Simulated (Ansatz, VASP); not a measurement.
# SnTe in VASP and in Ansatz

```
Te Sn
1.0
     0.00000    3.21265    3.21265
     3.21265    0.00000    3.21265
     3.21265    3.21265    0.00000
Te Sn
1 1
Direct
  0.50000 0.50000 0.50000
  0.00000 0.00000 0.00000
```

Alike in both runs: task single point; functional RPBE; dispersion D4; k mesh 7 × 7 × 7; occupations fermi-dirac, width 0.05 eV; no spin polarisation.

|  | VASP | Ansatz |
| --- | --- | --- |
| version | VASP 6.6.1 | Ansatz 0.2.0 |
| potentials or method | VASP PAW PBE potentials, release 64 (Te, Sn_d) | Ansatz PAW |
| plane-wave cutoff (eV) | 520 | 420 |
| valence electrons in the cell | 20 | 30 |

|  | VASP | Ansatz | Ansatz less VASP |
| --- | --- | --- | --- |
| gap on the k mesh at the Fermi level (eV) | 0.68 | 0.68 | +0.001 |
| least direct gap on the mesh (eV) | 0.68 | 0.68 | +0.001 |
| pressure (GPa) | -2.7 | -2.6 | +0.10 |
| dispersion energy (meV/atom) | -749.6 | -749.8 | -0.21 |

The two sets of potentials don't hold the same shells in valence.

Caveats: the PAW data sets were made with another functional, which shifts forces and pressure a little (VASP); the PAW data sets come from PBE, with cores solved anew for the run's functional, which leaves a small shift of forces and pressure (Ansatz). The runs have no spin-orbit coupling, so splittings on Te are missing.
